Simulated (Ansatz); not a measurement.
# Sensitivity of the G0W0 gap of AlN (4H polytype) (P6_3mc)

Aim: change settings of a G0W0 run on AlN (4H polytype) (P6_3mc) and see what moves.

Calculated with Ansatz 0.2.0; G0W0 on PBE, plane waves, PAW; PAW set soft_1.

## 1. The starting structure

Symmetry: P6_3mc, No. 186, hexagonal system. The conventional cell has a = 3.120 Å, b = 3.120 Å, c = 10.110 Å, α = 90.00°, β = 90.00°, γ = 120.00°. Nearest to Al lie 4 N at 1.90 to 1.92 Å. Al has 4 N at 1.90 to 1.91 Å nearest. Nearest to N lie 4 Al at 1.91 to 1.92 Å. Nearest to N lie 4 Al at 1.90 Å. Farther neighbours and most contacts between anions are not listed.

As a file:

```cif
data_structure
_symmetry_space_group_name_H-M 'P 1'
_symmetry_Int_Tables_number 1
_cell_length_a 3.1202
_cell_length_b 3.1202
_cell_length_c 10.1102
_cell_angle_alpha 90.000
_cell_angle_beta 90.000
_cell_angle_gamma 120.000
_cell_volume 85.24
loop_
_atom_site_label
_atom_site_type_symbol
_atom_site_fract_x
_atom_site_fract_y
_atom_site_fract_z
_atom_site_occupancy
Al1 Al 0.00000 0.00000 0.99875 1
Al2 Al 0.33333 0.66667 0.24983 1
Al3 Al 0.00000 0.00000 0.49875 1
Al4 Al 0.66667 0.33333 0.74983 1
N5 N 0.00000 0.00000 0.18822 1
N6 N 0.33333 0.66667 0.43821 1
N7 N 0.00000 0.00000 0.68822 1
N8 N 0.66667 0.33333 0.93821 1
```

The structure was relaxed with PBE. The runs that relaxed it are not among those shown.

## 2. The base run: 6×6×2 mesh, 254 empty bands, screening to 120 eV, PAW set soft_1 files

Now the one-shot GW correction: screening in the RPA, then the self-energy of the levels asked for. This step takes PAW set soft_1 files.

Contents of input.yaml:

```yaml
crystal:
  lattice:
    - [3.1202290047, 0.0, 0.0]
    - [-1.5601145023, 2.7021975837, 0.0]
    - [0.0, 0.0, 10.1102215084]
  atoms:
    - { symbol: Al, position: [0.0, 0.0, -0.0012500118] }
    - { symbol: Al, position: [0.3333333333, 0.6666666667, 0.2498254965] }
    - { symbol: Al, position: [0.0, 0.0, 0.4987499882] }
    - { symbol: Al, position: [0.6666666667, 0.3333333333, 0.7498254965] }
    - { symbol: "N", position: [0.0, 0.0, 0.1882176634] }
    - { symbol: "N", position: [0.3333333333, 0.6666666667, 0.4382068519] }
    - { symbol: "N", position: [0.0, 0.0, 0.6882176634] }
    - { symbol: "N", position: [0.6666666667, 0.3333333333, 0.9382068519] }
kpoints:
  mp_grid: { grid: [6, 6, 2] }
hamiltonian:
  xc: pbe
  pseudopotentials: { kind: paw, azcp: { folder: soft_1 } }
scf:
  occupations: { method: fixed }
gw:
  n_empty_bands: 254
  ecut_chi: 120.0
  qp_bands: [v2, c2]
  qp_kpoints: band_edges
  screening: { model: contour_deformation }
```

On the command line:

```bash
$ ansatz run input.yaml --threads 4 --pin off --max-ram 17510MiB --backend cpu --events-out ev --progress --plain --runs-dir out
```

Numbers of over 12 decimals in the logs are rounded to 6 here.

Log:

```text
Engine: ansatz 0.2.0, aarch64-unknown-linux-gnu
Pseudopotentials: kind: paw
Pseudopotential: Al, paw, valence charge 3, recommended cutoff 420 eV (normal), soft_1/Al.paw.azcp
Pseudopotential: N, paw, valence charge 5, recommended cutoff 420 eV (normal), soft_1/N.paw.azcp
Functional definition: PBE
  parameter kappa = 0.804
  parameter beta = 0.066725
  exchange = pbe_x(kappa = kappa, mu = beta*pi^2/3)
  correlation = pbe_c(beta = beta)
Crystal: 8 atoms, lattice volume = 85.244 Å³
Basis set: ecut = 420 eV, 1653 PW (Γ)
Bands: 24, of which v1, the nominal top of the filled ones, is band 16 counted from 1 (15 counted from 0)
Symmetry: 12 space group operations
Space group: P63mc (ITA 186), of the structure as read, at distance tolerance 4.4e-5 Å
k-points: 14 of 72
Non-local potential: Al, projectors of the file, l = 0: 2, l = 1: 2, l = 2: 1
Non-local potential: N, projectors of the file, l = 0: 2, l = 1: 2, l = 2: 1
PAW form: soft (Blöchl's): semilocal exchange-correlation on the pseudo side does not see the compensation charge
PAW one-centre angular grid: Al, 110 points (default); XC on 64 Gauss nodes
PAW one-centre angular grid: N, 110 points (default); XC on 64 Gauss nodes
Initial density: superposition of atomic densities (chi_scale 0.1, normalization cell, long waves kept (reshape's long-wave potential 0.00 eV rms))
Initial wavefunctions: pseudopotential atomic-orbital guess
Functional: x = pbe(κ = 0.804, μ = 0.219515), c = pbe(β = 0.066725)
SCF iter   1: F=—  HF=-3702.560461 eV  |F-HF|=—  |Δ(HF+E_count)|=         —  Δρ=1.35e-1  dr2=1.93e1  ethr=3.10e-3  ⟨swp⟩=4.4  Hψ=1397  notcnv=0  defer=82
preconditioner: auto → none  [insulator: Δε(μ)=5.254 eV  Ē_g=14.145 eV  n_scr=6 (ndim 8)  ℏωp=22.8 eV  f_vac=0.000  ε∞_Penn≈3.6]
SCF iter   2: F=—  HF=-3697.833567 eV  |F-HF|=—  |Δ(HF+E_count)|=    4.73e0  Δρ=7.73e-2  dr2=3.09e0  ethr=3.10e-3  ⟨swp⟩=3.1  Hψ=872  notcnv=0  defer=78
SCF iter   3: F=—  HF=-3696.970677 eV  |F-HF|=—  |Δ(HF+E_count)|=   8.63e-1  Δρ=2.31e-2  dr2=2.32e-1  ethr=3.10e-3  ⟨swp⟩=2.0  Hψ=695  notcnv=0  defer=78
SCF iter   4: F=—  HF=-3696.946061 eV  |F-HF|=—  |Δ(HF+E_count)|=   2.46e-2  Δρ=1.62e-3  dr2=1.51e-3  ethr=7.26e-4  ⟨swp⟩=2.0  Hψ=320  notcnv=0  defer=84
SCF iter   5: F=—  HF=-3696.945678 eV  |F-HF|=—  |Δ(HF+E_count)|=   3.84e-4  Δρ=8.25e-4  dr2=2.99e-4  ethr=4.72e-6  ⟨swp⟩=2.0  Hψ=504  notcnv=0  defer=84
SCF iter   6: F=—  HF=-3696.945605 eV  |F-HF|=—  |Δ(HF+E_count)|=   7.26e-5  Δρ=3.09e-4  dr2=2.98e-5  ethr=9.34e-7  ⟨swp⟩=2.1  Hψ=463  notcnv=0  defer=79
SCF iter   7: F=—  HF=-3696.945617 eV  |F-HF|=—  |Δ(HF+E_count)|=   1.22e-5  Δρ=6.58e-5  dr2=5.84e-6  ethr=9.30e-8  ⟨swp⟩=2.0  Hψ=504  notcnv=0  defer=46
[...]
--- Per-component energies (eV) ---
  E_band       = 55.213223
  E_kinetic    = 623.252455
  E_local      = -846.945539  (includes V_loc(G=0)·N_el)
  E_nonlocal   = 177.770837
  E_hartree    = 311.835636
  E_xc         = -395.199664
  E_vxc        = -426.643726  (∫ρ·V_xc dr)
  E_paw        = -2390.999557  (= ΣΔE_a)
  E_vpaw       = -95.895380  (= ΣTr[D̂ρ^β])
  E_aug_tail   = 0.003493  (compensation charges beyond the density's cutoff)
  E_ewald      = -1176.663278
  E_smearing   = -0.000000  (= −TS)
  E_closure    = 0.000000  (closes the sum)
  Σ components = -3696.945617   (vs F -3696.945617, Δ=0.00e0)
--- Band table (eV; the first three rows and the last of 14) ---
  k-point 0: bands = [... 12 lower, 6.4740, 6.7284, 6.7284, 6.8167, 10.8232, 12.9699, 13.2506, 13.6774, ... 4 higher]
  k-point 1: bands = [... 12 lower, 6.6431, 6.6431, 6.6431, 6.6431, 11.7815, 11.7815, 13.6575, 13.6575, ... 4 higher]
  k-point 2: bands = [... 12 lower, 6.1682, 6.2058, 6.6530, 6.6760, 12.1379, 13.3229, 13.6612, 14.7705, ... 4 higher]
  k-point 13: bands = [... 12 lower, 5.4161, 5.4161, 5.5604, 5.5604, 12.4155, 12.4155, 14.3742, 14.3742, ... 4 higher]
--- G₀W₀: contour deformation, 6 samples at zero and on the imaginary axis and 1 off it, 72 q-points, 254 empty bands' worth ---
  eigenvalues of the whole cell's RPA ε∞ on this k-mesh (on a slab, of 1 + 4πα/V) = 4.3473, 4.3473, 4.4206; static W/v taken at q = 0 is 0.228943
  gw.qp_kpoints: band_edges: 11 of 14 stored k-points solved, in 1 pass; an edge of the gap read off the rows below is read off those points alone
    valence top: of the k-points left out ik 11 came nearest to being solved in a further pass, in band 15 (counted from 1, as in the quasiparticle table): it holds the edge there only if its correction is more favourable than any solved in that band by at least 0.841 eV; those differ by 0.185 eV
    conduction bottom: of the k-points left out ik 10 came nearest to being solved in a further pass, in band 17 (counted from 1, as in the quasiparticle table): it holds the edge there only if its correction is more favourable than any solved in that band by at least 1.046 eV; those differ by 0.381 eV
    ik  band        ε_KS         Σx   Σc(E_QP)       V_xc       Z   E_QP_lin       E_QP  E_QP is
     0    15      6.7284   -21.6336     3.2143   -17.6203  0.7791     5.9232     5.9294  root
     0    16      6.8167   -21.6190     3.1706   -17.6671  0.7793     6.0296     6.0355  root
     0    17     10.8232    -9.8066    -3.8078   -14.3866  0.8147    11.5995    11.5954  root
     0    18     12.9699    -9.4407    -4.2739   -14.6281  0.8044    13.8908    13.8834  root
     1    15      6.6431   -21.6340     3.2417   -17.5806  0.7787     5.8248     5.8313  root
     1    16      6.6431   -21.6340     3.2417   -17.5806  0.7787     5.8248     5.8313  root
     1    17     11.7815   -10.2032    -3.8799   -14.9244  0.8079    12.6280    12.6227  root
     1    18     11.7815   -10.2032    -3.8799   -14.9244  0.8079    12.6280    12.6227  root
[...]
12    15      5.3508   -20.7830     3.4309   -16.3686  0.7739     4.3558     4.3672  root
    12    16      6.0732   -21.5876     3.3521   -17.3619  0.7757     5.1915     5.1997  root
    12    17     12.6575    -6.2573    -4.2074   -11.0925  0.8157    13.2887    13.2853  root
    12    18     12.6575    -6.2573    -4.2074   -11.0925  0.8157    13.2887    13.2853  root
[key lines of the parts left out:]
SCF converged after 9 iterations
Free energy (F): -3696.945617 eV
Fermi energy:    6.816689 eV
```

The job ended after 86 s (4 threads of Arm Neoverse V1, shared host; peak memory 1.2 GiB).

Numbers from this step:

| Quantity | Value |
| --- | --- |
| bands summed | 270 |
| RPA ε∞ on this mesh (eigenvalues) | 4.347, 4.347, 4.421 |
| plane waves in the screening matrix | 265 |
| q-points in the mesh | 72 |
| G0W0 gap on the mesh | 5.296 eV |
| k of the valence top | 0, 0, 0 |
| k of the conduction bottom | 0, -0.5, 0 |
| starting gap on the mesh | 4.007 eV |
| Z at the valence top | 0.7793 |
| Z at the conduction bottom | 0.8283 |
| least direct G0W0 gap on the computed points | 5.560 eV |

The gap on the mesh goes from 4.01 eV to 5.30 eV, a correction of +1.29 eV. Between the two edge states, bare exchange in place of the xc potential would open the gap by 8.37 eV, and correlation takes back 7.09 eV.

## 3. Variant: low screening cutoff

Changes to input.yaml since step 2:

```diff
@@ -23,3 +23,3 @@
   n_empty_bands: 254
-  ecut_chi: 120.0
+  ecut_chi: 25
   qp_bands: [v2, c2]
```

Log:

```text
[...]
Crystal: 8 atoms, lattice volume = 85.244 Å³
Basis set: ecut = 420 eV, 1653 PW (Γ)
Bands: 24, of which v1, the nominal top of the filled ones, is band 16 counted from 1 (15 counted from 0)
[... 1 set-up line as in the run before ...]
[...]
k-points: 14 of 72
[...]
SCF iter   1: F=—  HF=-3702.560461 eV  |F-HF|=—  |Δ(HF+E_count)|=         —  Δρ=1.35e-1  dr2=1.93e1  ethr=3.10e-3  ⟨swp⟩=4.4  Hψ=1397  notcnv=0  defer=82
[...]
SCF iter   9: F=-3696.945617 eV  HF=-3696.945617 eV  |F-HF|=6.95e-10  |Δ(HF+E_count)|=   1.21e-7  Δρ=2.30e-6  dr2=3.13e-9  ethr=3.13e-10  ⟨swp⟩=9.5  Hψ=1484  notcnv=0
SCF 1 converged in 9 iterations: F = -3696.945617 eV  dr2 = 3.13e-9
[...]
NSCF: frozen V_eff on 14 k-points
G₀W₀ screening: q 1/14
[... further progress lines ...]
SCF converged after 9 iterations
Free energy (F): -3696.945617 eV
[...]
Internal energy: -3696.945617 eV  (E = F + TS)
E sigma→0 (E₀):  -3696.945617 eV
Fermi energy:    6.816689 eV
[...]
--- Band table (eV; the first three rows and the last of 14) ---
  k-point 0: bands = [... 12 lower, 6.4740, 6.7284, 6.7284, 6.8167, 10.8232, 12.9699, 13.2506, 13.6774, ... 4 higher]
  k-point 1: bands = [... 12 lower, 6.6431, 6.6431, 6.6431, 6.6431, 11.7815, 11.7815, 13.6575, 13.6575, ... 4 higher]
  k-point 2: bands = [... 12 lower, 6.1682, 6.2058, 6.6530, 6.6760, 12.1379, 13.3229, 13.6612, 14.7705, ... 4 higher]
  k-point 13: bands = [... 12 lower, 5.4161, 5.4161, 5.5604, 5.5604, 12.4155, 12.4155, 14.3742, 14.3742, ... 4 higher]
[...]
0    15      6.7284   -21.6336     3.5705   -17.6203  0.8013     6.2837     6.2857  root
     0    16      6.8167   -21.6190     3.5323   -17.6671  0.8015     6.3955     6.3972  root
     0    17     10.8232    -9.8066    -3.8491   -14.3866  0.8300    11.5580    11.5541  root
     0    18     12.9699    -9.4407    -4.1386   -14.6281  0.8191    14.0289    14.0187  root
     1    15      6.6431   -21.6340     3.6006   -17.5806  0.8006     6.1882     6.1902  root
     1    16      6.6431   -21.6340     3.6006   -17.5806  0.8006     6.1882     6.1902  root
     1    17     11.7815   -10.2032    -3.8163   -14.9244  0.8242    12.6928    12.6864  root
     1    18     11.7815   -10.2032    -3.8163   -14.9244  0.8242    12.6928    12.6864  root
[...]
12    15      5.3508   -20.7830     3.7959   -16.3686  0.7909     4.7277     4.7322  root
    12    16      6.0732   -21.5876     3.7324   -17.3619  0.7959     5.5774     5.5800  root
    12    17     12.6575    -6.2573    -4.0513   -11.0925  0.8240    13.4468    13.4414  root
    12    18     12.6575    -6.2573    -4.0513   -11.0925  0.8240    13.4468    13.4414  root
```

Wall time 36 s (4 threads); peak memory 1.2 GiB; 2.2 min of CPU time.

Against the base:

```csv
setting,base,variant
screening cutoff (eV),120.0,25
```

```csv
quantity,variant,base
starting gap on the mesh,4.007,4.007
G0W0 gap on the mesh,5.025,5.296
least direct G0W0 gap on the computed points,5.157,5.560
Z at the valence top,0.801,0.779
Z at the conduction bottom,0.834,0.828
```

## 4. Results

| Property | Result |
| --- | --- |
| base | 5.30 eV, 86 s |
| low screening cutoff | 5.03 eV, 36 s |

Low screening cutoff: the gap moves by −0.27 eV and the time by a factor of 0.42; such settings are too crude to quote. All runs here use a coarse mesh and modest cutoffs; they test settings and are not final values.

[Paths, hosts, dates, memory and timing lines, banners, echoed tables and standing remarks are left out of the program output.]

[Logs are printed without paths, hosts, clocks, repeated set-up lines and the standing remarks that a program may print on its own settings, such as how far it seeks lower states.]

[Runs of the session that timed out or met a known fault of the program may be left out.]

[Cells called generated may have been cut or substituted from an entry of the Crystallography Open Database or the Materials Project.]

[Hosts, paths, dates, database ids (printed as entryN), source tags and the programs' standing remarks are cut or masked in the printed files.]
